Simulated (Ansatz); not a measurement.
Sn, 1 atom in the cell. The structure is orthorhombic, space group Immm (No. 71). The conventional cell has a = 3.453 Å, b = 3.551 Å, c = 4.677 Å, α = 90.00°, β = 90.00°, γ = 90.00°. Sn (site symmetry mmm) has 12 Sn at 3.41 to 3.55 Å as nearest neighbours. This isn't the form of Sn at room conditions, which is tetragonal (white tin).

* Program: Ansatz 0.2.0
* Task: relaxation of cell and atoms
* Functional: LDA
* Potentials or basis: all-electron LAPW, scalar-relativistic
* Basis error allowed: 0.001 eV/atom
* k mesh: 11 × 11 × 11
* Occupations: fermi-dirac, width 0.05 eV
* Spin: no spin polarisation
* Target pressure: 10 GPa

Potentials or basis: all-electron LAPW, scalar-relativistic.

Launch:

```sh
$ ansatz run input.yaml --threads 1 --pin off --max-ram 3072MiB --backend cpu --events-out ev --progress --plain --runs-dir out
```

Hardware: 1 thread of Arm Neoverse V2, with other jobs on the host.

Problem. How long does it take, and how much memory?

Solution. Wall time 56 s on 1 thread of Arm Neoverse V2, with other jobs on the host, peak memory 0.35 GiB. Counts: scf iterations 33, plane waves 153, k points 216, bands 15, ion steps 8.
